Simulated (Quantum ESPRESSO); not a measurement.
The system is Al2O3.

```
Al O
1.0
     3.01748    0.00000    0.00000
    -1.50874    2.61322    0.00000
     0.00000    0.00000    7.57464
Al O
2 3
Cartesian
  0.0000 0.0000 5.4693
  0.0000 0.0000 2.1054
  0.0000 0.0000 3.7873
  1.5087 0.8711 6.0638
  0.0000 1.7421 1.5108
```

Measurements of this composition are mostly on another form, of space group No. 167.

Base run:

```yaml
Program: Quantum ESPRESSO 7.5
Functional: PBE
Potentials_or_basis: SSSP 1.3 efficiency PBE
Cutoff: 748 eV
Density_cutoff: 5987 eV
k_mesh: 10 × 10 × 4
Occupations: fermi-dirac, width 0.05 eV
Spin: no spin polarisation
```

Its results: band gap on the k mesh 2.31 eV, direct; pressure 0.1 GPa; largest force 0.057 eV/Å.

The run is repeated on the same cell with these changes: functional from PBE to LDA; potentials or basis from SSSP 1.3 efficiency PBE to GBRV 1.5 LDA; cutoff from 748 eV to 612 eV; density cutoff from 5987 eV to 4898 eV. What comes out?

Band gap on the k mesh 2.21 eV, direct; pressure -7.3 GPa; largest force 0.399 eV/Å.
